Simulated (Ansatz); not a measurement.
# Ti: vibrational free energy, entropy and heat capacity

These are results of DFT PBE, scalar-relativistic, plane waves, PAW (Ansatz 0.2.0), not measurements. Cutoff 420 eV, 20×20×20 k-points (Γ-centred), Fermi-Dirac smearing of 0.15 eV. No spin polarisation. Phonons by linear response, acoustic sum rule imposed.

Relaxed structure:
```
Ti
1.0
     0.00000    2.06009    2.06009
     2.06009    0.00000    2.06009
     2.06009    2.06009    0.00000
Ti
1
Direct
  0.00000 0.00000 0.00000
```

In a metal, frequencies and elastic constants depend on the k mesh and the smearing, soft modes and shear constants most. The q mesh is coarse, so values between its points are rough.

Force constants from linear response on a 2×2×2 q mesh, interpolated to a fine mesh.

Phonon density of states, in bins of 5 cm⁻¹:
```json
{"bin centre (cm⁻¹)": "2.5", "share of modes (%)": "0.0"}
{"bin centre (cm⁻¹)": "7.5", "share of modes (%)": "0.0"}
{"bin centre (cm⁻¹)": "12.5", "share of modes (%)": "0.0"}
{"bin centre (cm⁻¹)": "17.5", "share of modes (%)": "0.1"}
{"bin centre (cm⁻¹)": "22.5", "share of modes (%)": "0.1"}
{"bin centre (cm⁻¹)": "27.5", "share of modes (%)": "0.1"}
{"bin centre (cm⁻¹)": "32.5", "share of modes (%)": "0.2"}
{"bin centre (cm⁻¹)": "37.5", "share of modes (%)": "0.3"}
{"bin centre (cm⁻¹)": "42.5", "share of modes (%)": "0.3"}
{"bin centre (cm⁻¹)": "47.5", "share of modes (%)": "0.4"}
{"bin centre (cm⁻¹)": "52.5", "share of modes (%)": "0.5"}
{"bin centre (cm⁻¹)": "57.5", "share of modes (%)": "0.6"}
{"bin centre (cm⁻¹)": "62.5", "share of modes (%)": "0.8"}
{"bin centre (cm⁻¹)": "67.5", "share of modes (%)": "0.9"}
{"bin centre (cm⁻¹)": "72.5", "share of modes (%)": "1.1"}
{"bin centre (cm⁻¹)": "77.5", "share of modes (%)": "1.2"}
{"bin centre (cm⁻¹)": "82.5", "share of modes (%)": "1.5"}
{"bin centre (cm⁻¹)": "87.5", "share of modes (%)": "1.7"}
{"bin centre (cm⁻¹)": "92.5", "share of modes (%)": "2.1"}
{"bin centre (cm⁻¹)": "97.5", "share of modes (%)": "2.7"}
{"bin centre (cm⁻¹)": "102.5", "share of modes (%)": "2.8"}
{"bin centre (cm⁻¹)": "107.5", "share of modes (%)": "2.9"}
{"bin centre (cm⁻¹)": "112.5", "share of modes (%)": "3.0"}
{"bin centre (cm⁻¹)": "117.5", "share of modes (%)": "3.2"}
{"bin centre (cm⁻¹)": "122.5", "share of modes (%)": "3.3"}
{"bin centre (cm⁻¹)": "127.5", "share of modes (%)": "3.4"}
{"bin centre (cm⁻¹)": "132.5", "share of modes (%)": "3.6"}
{"bin centre (cm⁻¹)": "137.5", "share of modes (%)": "3.7"}
{"bin centre (cm⁻¹)": "142.5", "share of modes (%)": "3.9"}
{"bin centre (cm⁻¹)": "147.5", "share of modes (%)": "4.1"}
{"bin centre (cm⁻¹)": "152.5", "share of modes (%)": "4.3"}
{"bin centre (cm⁻¹)": "157.5", "share of modes (%)": "4.5"}
{"bin centre (cm⁻¹)": "162.5", "share of modes (%)": "4.8"}
{"bin centre (cm⁻¹)": "167.5", "share of modes (%)": "5.2"}
{"bin centre (cm⁻¹)": "172.5", "share of modes (%)": "5.8"}
{"bin centre (cm⁻¹)": "177.5", "share of modes (%)": "6.6"}
{"bin centre (cm⁻¹)": "182.5", "share of modes (%)": "8.6"}
{"bin centre (cm⁻¹)": "187.5", "share of modes (%)": "6.8"}
{"bin centre (cm⁻¹)": "192.5", "share of modes (%)": "2.6"}
{"bin centre (cm⁻¹)": "197.5", "share of modes (%)": "1.3"}
{"bin centre (cm⁻¹)": "202.5", "share of modes (%)": "0.7"}
{"bin centre (cm⁻¹)": "207.5", "share of modes (%)": "0.1"}
```

Task: Give the zero-point energy per atom.

Result: 26.8 meV.

Task: How large are the vibrational entropy and heat capacity at 300 K?

Result: S = 4.31 k_B and C_V = 2.88 k_B per atom, 96 % of the Dulong–Petit value.

Task: Tabulate them against temperature.

Result:
```csv
T (K),F_vib (meV/atom),S (k_B/atom),C_V (k_B/atom)
100,22.4,1.46,2.11
200,1.9,3.17,2.73
300,-30.6,4.31,2.88
400,-71.5,5.15,2.93
500,-118.8,5.80,2.95
600,-171.2,6.34,2.97
700,-227.9,6.80,2.98
800,-288.3,7.20,2.98
900,-351.8,7.55,2.99
1000,-418.3,7.87,2.99
```

This fcc form isn't the element's structure at ambient conditions.

Cost: 1 run of about 1.5 core-minutes, on Intel Xeon Platinum 8259CL (Skylake/Cascade Lake) (shared hosts).